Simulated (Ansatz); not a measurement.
**Gd under changes of volume**

One of the cells (33.103 Å³/atom); the others are scaled copies at fixed shape and fractional positions:

```xyz
2
Lattice="3.6360 0.0000 0.0000 -1.8180 3.1489 0.0000 0.0000 0.0000 5.7826" Properties=species:S:1:pos:R:3 pbc="T T T"
Gd    1.8180    1.0496    4.3369
Gd    0.0000    2.0992    1.4457
```

* Program: Ansatz 0.2.0
* Functional: PBEsol
* Potentials or basis: Ansatz PAW
* Cutoff: 420 eV (not typed: the program's choice for these potentials)
* k mesh: 8 × 8 × 5
* Occupations: fermi-dirac, width 0.05 eV
* Spin: collinear spin, ferromagnetic start
* Starting moments: [7.0, 7.0] μB

```tsv
volume (Å³/atom)	energy over the lowest point (meV/atom)	pressure (GPa)	moment (μB per cell)
31.117	0.00	0.3	15.15
31.779	0.03	-0.4	15.18
32.441	3.12	-1.1	15.20
33.103	9.06	-1.7	15.22
33.765	17.67	-2.3	15.23
34.427	28.71	-2.9	15.24
35.090	?	?	?
```

Question: What does the run at 35.090 Å³/atom give?

Answer: Energy over the lowest point 41.99 meV/atom; pressure -3.4 GPa; moment 15.25 μB per cell.

Worked out: A Birch-Murnaghan fit of order 3 (a polynomial in V^(-2/3)) to the other rows has its minimum at 31.44 Å³/atom with B0 = V·E''(V) = 37 GPa (rough, since the energies scatter) at fixed shape and positions, which overstates the stiffness. It gives 42.06 meV/atom at 35.090 Å³/atom, against the run's 41.99, and -dE/dV = -3.5 GPa, against -3.4. A parabola through the other rows of the moment, of slope 0.000312 μB per Å³/atom there, extrapolates to 15.24 μB, against the run's 15.25.

Energies are extrapolated to zero smearing.

Caveats: the PAW data sets come from PBE, with cores solved anew for the run's functional, which leaves a small shift of forces and pressure.
